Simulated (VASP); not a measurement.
Wanted: the native input for a VASP 6.6.1 run.

```yaml
Task: electric field gradients
Functional: PBEsol
Potentials_or_basis: VASP PAW PBE potentials, release 64 (Mg, Sn_d)
Cutoff: 700 eV
k_mesh: 9 × 9 × 9
Occupations: fermi-dirac, width 0.05 eV
Spin: no spin polarisation
Further_INCAR_settings: ALGO = Normal; EDIFF = 1e-07
```

The structure of Mg2Sn lies in POSCAR:

```
Mg2Sn
1.0
    0.0000000000      3.3695000000      3.3695000000
    3.3695000000      0.0000000000      3.3695000000
    3.3695000000      3.3695000000      0.0000000000
Mg Sn
2 1
Direct
    0.2500000000      0.2500000000      0.2500000000
    0.7500000000      0.7500000000      0.7500000000
    0.0000000000      0.0000000000      0.0000000000
```

These files were run (other wordings do the same):

INCAR

```
SYSTEM = Mg2Sn
ALGO     = Normal         ! electronic algorithm
EDIFF    = 1E-7           ! SCF threshold, eV
ENCUT    = 700            ! plane-wave cutoff, eV
GGA      = PS             ! functional
ISIF     = 2              ! what is computed and relaxed
ISMEAR   = -1             ! smearing method
LASPH    = .TRUE.         ! aspherical terms in the spheres
LCHARG   = .FALSE.        ! write CHGCAR
LEFG     = .TRUE.       
LREAL    = .FALSE.        ! projectors in reciprocal space
LWAVE    = .FALSE.        ! write WAVECAR
NELM     = 60             ! most SCF steps
PREC     = Accurate       ! precision mode
SIGMA    = 0.05           ! smearing width, eV
```

KPOINTS

```
k-points
0
G
  9 9 9
  0 0 0
```

Potentials or basis: VASP PAW PBE potentials, release 64 (Mg, Sn_d).

The run is started by

```bash
$ cat potpaw_PBE.64/Mg/POTCAR potpaw_PBE.64/Sn_d/POTCAR > POTCAR
$ mpirun -np 1 vasp_std > vasp.out
```

It gave:

```json
{
 "Pressure": "0.1 GPa",
 "Band gap on the k mesh": "none (metal or under the smearing width)"
}
```

Caveat: the PAW data sets were made with another functional, which shifts forces and pressure a little; this crystal is a semiconductor, whose small gap the functional closes, so the metal is an error of the method.

It took 29 s on 1 thread of Intel(R) Xeon(R) 6975P-C (Granite Rapids), with other jobs on the host, peak memory 0.27 GiB.
